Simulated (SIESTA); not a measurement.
Runs of SIESTA 5.4.2 on LiCl. It takes space group Fm-3m (No. 225, cubic). The conventional cell has a = 5.130 Å, b = 5.130 Å, c = 5.130 Å, α = 90.00°, β = 90.00°, γ = 90.00°. Cl (site symmetry m-3m) has 6 Li at 2.56 Å as nearest neighbours. Around Li (site symmetry m-3m) lie 6 Cl at 2.56 Å. 

| level | potentials or basis | gap on the mesh (eV) | pressure (GPa) |
| --- | --- | --- | --- |
| PW91 | PseudoDojo 0.4 standard (PBE files), DZP (energy shift 0.003 Ry; two zetas on semicore shells) | (a) | 0.7 |
| PBEsol | PseudoDojo 0.4 standard (PBEsol files), DZP (energy shift 0.003 Ry; two zetas on semicore shells) | 6.38 | (b) |
| BLYP | PseudoDojo 0.4 standard (PBE files), DZP (energy shift 0.003 Ry; two zetas on semicore shells) | 6.71 | 2.5 |
| RPBE | PseudoDojo 0.4 standard (PBE files), DZP (energy shift 0.003 Ry; two zetas on semicore shells) | 6.75 | 2.6 |
| AM05 | PseudoDojo 0.4 standard (PBEsol files), DZP (energy shift 0.003 Ry; two zetas on semicore shells) | 6.50 | 0.1 |

Alike in all rows: task single point; no spin polarisation; cell as given; k mesh 9 × 9 × 9; smearing fermi-dirac 0.05 eV; grid cutoff 800 Ry; energy shift 0.003 Ry.

Q: Estimate the missing entries.

A: (a) 6.55; (b) -0.9.

Caveats: an odd mesh through Γ misses points on the zone boundary, where band edges often lie; the basis of atomic orbitals isn't converged, which shifts pressures, moduli and gaps; the potentials were made for another functional, which shifts forces and pressure (some runs).
